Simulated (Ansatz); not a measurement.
**Zone-centre phonons of AlAs at 16 GPa: input and output**

The calculation used DFT LDA, scalar-relativistic, plane waves, PAW in Ansatz 0.2.0.

Launched with:
```bash
ansatz run input.yaml --threads 1 --pin off --max-ram 3072MiB --backend cpu --events-out ev --progress --plain --runs-dir out
```

Input (bare energies are in eV):
```yaml
crystal:
  lattice:
    - [0.0, 2.6741263052, 2.6741263052]
    - [2.6741263052, 0.0, 2.6741263052]
    - [2.6741263052, 2.6741263052, 0.0]
  atoms:
    - { symbol: Al, position: [0.0, 0.0, 0.0] }
    - { symbol: As, position: [0.75, 0.75, 0.75] }
basis:
  ecutwfc: 420
kpoints:
  mp_grid: { grid: [10, 10, 10] }
hamiltonian:
  xc: lda
scf:
  occupations: { method: fixed }
output:
  eigenvalues: true
phonons:
  method: dfpt
  dielectric: true
  rigid_motions: translations
  eigenvectors: true
```

The end of the output:
```
--- Phonons (Γ-DFPT): 2 representative perturbations + reference, on 171 of 1000 k-points (Σ response iterations 6) ---
  k mesh reduced under 4 symmetry operations, with k and −k counted as one. Each operation leaves every solved perturbation unchanged. A smaller set is not considered because the run solves the response ...
  ASR residual: 3.299e-5 → 0.000e0 eV/Å²; symmetrization residual: 2.000e-6 eV/Å²
  ASR residual per site (eV/Å²): 1.42e-6 3.30e-5
  Γ frequencies (cm⁻¹): 0.00 0.00 0.00 427.20 427.20 427.20
  ε∞ (high-frequency dielectric tensor):
        8.910494     0.000000     0.000000
        0.000000     8.910494     0.000000
        0.000000     0.000000     8.910494
  ε⁰ (static dielectric tensor: ions relaxed, cell fixed):
       10.403234     0.000000    -0.000000
        0.000000    10.403234     0.000000
       -0.000000     0.000000    10.403234
  ε⁰ − ε∞ (ionic part):
        1.492740    -0.000000    -0.000000
       -0.000000     1.492740     0.000000
       -0.000000     0.000000     1.492740
  softest optical mode at Γ: 427.20 cm⁻¹; the repairs (sum rule, projections) moved no ω² at Γ by more than (0.49 cm⁻¹)²
  Born effective charges Z* (e; rows j = field, columns β = displacement):
    site 0:
         2.04947    0.00000   -0.00000
        -0.00000    2.04947    0.00000
        -0.00000   -0.00000    2.04947
    site 1:
        -2.04947   -0.00000    0.00000
         0.00000   -2.04947   -0.00000
         0.00000    0.00000   -2.04947
  Z* charge neutrality: 8.212e-5 e pre-enforcement
  solved inside a basis spanned on kpoints, on 10×10×10 k-points, its susceptibility summed on 14×14×14: ε∞ is read to err by 2.4e-2, Z* by 1.6e-2 e (field_mesh: kpoints solves on kpoints); Z* is corrected for ...
  optical modes at Γ without the LO–TO term, one row a degenerate level:
      ω (cm⁻¹) modes IR ((D/Å)²/amu)
        427.20      3            14.6548
  optical modes at Γ + LO–TO along q̂ = [1.0000, 0.0000, 0.0000]:
      ω (cm⁻¹) modes IR ((D/Å)²/amu)
        427.20      2             9.7699
        461.60      1             4.8849
  optical modes at Γ + LO–TO along q̂ = [0.0000, 1.0000, 0.0000]:
      ω (cm⁻¹) modes IR ((D/Å)²/amu)
        427.20      2             9.7699
        461.60      1             4.8849
  optical modes at Γ + LO–TO along q̂ = [0.0000, 0.0000, 1.0000]:
      ω (cm⁻¹) modes IR ((D/Å)²/amu)
        427.20      2             9.7699
        461.60      1             4.8849
```

Time: 83 s on 1 thread of Intel(R) Xeon(R) Platinum 8259CL CPU @ 2.50GHz (Skylake/Cascade Lake), with other jobs on the host, peak memory 0.65 GiB.